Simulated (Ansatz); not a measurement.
## TlBr: is the k mesh converged?

TlBr in the CsCl structure, in a typed cell, not relaxed.

```xyz
2
Lattice="4.0500 0.0000 0.0000 0.0000 4.0500 0.0000 0.0000 0.0000 4.0500" Properties=species:S:1:pos:R:3 pbc="T T T"
Tl    0.0000    0.0000    0.0000
Br    2.0250    2.0250    2.0250
```

Method (Ansatz, development build): PBE; Ansatz hand-made PAW at 680 eV; k mesh 4×4×4; fixed occupations; no spin. Harmonic phonons by linear response, frequencies in cm⁻¹, imaginary ones marked i; at Γ the three translations are left out and no LO–TO term is added.

Caveats: coarse k mesh; the program warns that the mesh is coarse for the field response.

At 33.22 Å³ an atom it gives top Γ mode (cm⁻¹) 13; lowest mode at q = [0.5, 0.5, 0.5] (cm⁻¹) 36; top mode at q = [0.5, 0.5, 0.5] (cm⁻¹) 78; mean ε∞ 5.55; mean Born charge of Tl (e) 2.05.

**Question.** Repeat on 6×6×6. Do the numbers hold?

**Answer.** 
| k mesh | cutoff (eV) | volume (Å³/atom) | top Γ mode (cm⁻¹) | lowest mode at q = [0.5, 0.5, 0.5] (cm⁻¹) | top mode at q = [0.5, 0.5, 0.5] (cm⁻¹) | mean ε∞ | mean Born charge of Tl (e) |
| --- | --- | --- | --- | --- | --- | --- | --- |
| 6×6×6 | 680 | 33.22 | 19 | 36 | 79 | 5.67 | 2.06 |

Not yet: the top Γ mode moves by about 6 cm⁻¹ between the meshes.
